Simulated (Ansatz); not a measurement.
## Cu in Ansatz: the effect of functional

The system is Cu.

```xyz
2
Lattice="1.2020 -3.9226 0.0000 1.2020 3.9226 0.0000 0.0000 0.0000 2.4420" Properties=species:S:1:pos:R:3 pbc="T T T"
Cu    1.2020   -2.8724    1.8315
Cu    1.2020    2.8724    0.6105
```

This isn't the form of Cu at room conditions, which is fcc.

The cell isn't the ideal one: volume scaled by 0.96.

Alike in all runs:

* Program: Ansatz 0.2.0
* Task: single point
* Potentials or basis: Ansatz PAW
* k mesh: 11 × 11 × 11
* Occupations: fermi-dirac, width 0.05 eV
* Spin: no spin polarisation

Problem. One run gave: pressure -1.5 GPa; largest force 0.01 eV/Å. Which functional did it use?
A. LDA
B. r2SCAN
C. PBEsol

Solution. A.

```tsv
functional	cutoff	pressure (GPa)	largest force (eV/Å)
LDA	420 eV (not typed: the program's choice for these potentials)	-1.5	0.01
PBEsol	420 eV (not typed: the program's choice for these potentials)	5.0	0.05
r2SCAN	500 eV (not typed: the program's choice for these potentials)	6.9	0.07
```

Caveats: the PAW data sets come from PBE, with cores solved anew for the run's functional, which leaves a small shift of forces and pressure.

Runs at the PBE level aren't shown here.
